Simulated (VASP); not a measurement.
Wanted: the native input for a VASP 6.6.1 run.

* Task: band structure
* Functional: PBE
* Potentials or basis: VASP PAW PBE potentials, release 64 (Si, C)
* Cutoff: 520 eV
* k mesh: 8 × 6 × 8
* Occupations: gaussian, width 0.02 eV
* Spin: no spin polarisation
* Further INCAR settings: ALGO = Normal; EDIFF = 1e-06

The structure of SiC lies in POSCAR:

```
SiC                                     
1.0
    3.0787381452      0.0000000000      0.0000000000
    0.0000000000      4.3539932400      0.0000000000
    0.0000000000      0.0000000000      3.1361165087
  Si              C             
     2     2
Direct
     0.0000000000000000    0.0000000000000000    0.0000000000000000
     0.5000000000000000    0.5000000000000000    0.5000000000000000
     0.0000000000000000    0.2500000000000000    0.5000000000000000
     0.5000000000000000    0.7500000000000000    1.0000000000000000
```

The cell was built by a generator and isn't the measured one.

One way to write it, as run:

INCAR

```
PREC     = Accurate       # precision mode
ENCUT    = 520            # plane-wave cutoff, eV
EDIFF    = 1E-6           # SCF threshold, eV
ISMEAR   = 0              # smearing method
SIGMA    = 0.02           # smearing width, eV
LREAL    = F              # projectors in reciprocal space
LASPH    = T              # aspherical terms in the spheres
NELM     = 100            # most SCF steps
ALGO     = Normal         # electronic algorithm
ISIF     = 2              # what is computed and relaxed
LWAVE    = F              # write WAVECAR
LCHARG   = F              # write CHGCAR
GGA      = PE             # functional
KPAR     = 4
```

KPOINTS

```
Automatic mesh
0
Gamma
  8 6 8
```

KPOINTS_OPT

```
path GXMGZRAZ,XR,MA
10
line-mode
reciprocal
 0.0000000000  0.0000000000  0.0000000000  G
 0.0000000000  0.0000000000 -0.5000000000  X

 0.0000000000  0.0000000000 -0.5000000000  X
-0.5000000000  0.0000000000 -0.5000000000  M

-0.5000000000  0.0000000000 -0.5000000000  M
 0.0000000000  0.0000000000  0.0000000000  G

 0.0000000000  0.0000000000  0.0000000000  G
 0.0000000000 -0.5000000000  0.0000000000  Z

 0.0000000000 -0.5000000000  0.0000000000  Z
 0.0000000000 -0.5000000000 -0.5000000000  R

 0.0000000000 -0.5000000000 -0.5000000000  R
-0.5000000000 -0.5000000000 -0.5000000000  A

-0.5000000000 -0.5000000000 -0.5000000000  A
 0.0000000000 -0.5000000000  0.0000000000  Z

 0.0000000000  0.0000000000 -0.5000000000  X
 0.0000000000 -0.5000000000 -0.5000000000  R

-0.5000000000  0.0000000000 -0.5000000000  M
-0.5000000000 -0.5000000000 -0.5000000000  A
```

Potentials or basis: VASP PAW PBE potentials, release 64 (Si, C).

Launch:

```console
$ cat potpaw_PBE.64/Si/POTCAR potpaw_PBE.64/C/POTCAR > POTCAR
$ mpirun -np 4 vasp_std > vasp.out
```

Results of the run:

```yaml
Pressure: -0.1 GPa
Largest_force: 0.139 eV/Å
Band_gap_on_the_k_mesh: 1.27 eV
Band_gap_along_the_path: 1.27 eV
```

It took 6.3 s on 4 MPI ranks on Intel(R) Xeon(R) 6975P-C (Granite Rapids), on a shared host, peak memory 0.19 GiB a rank.
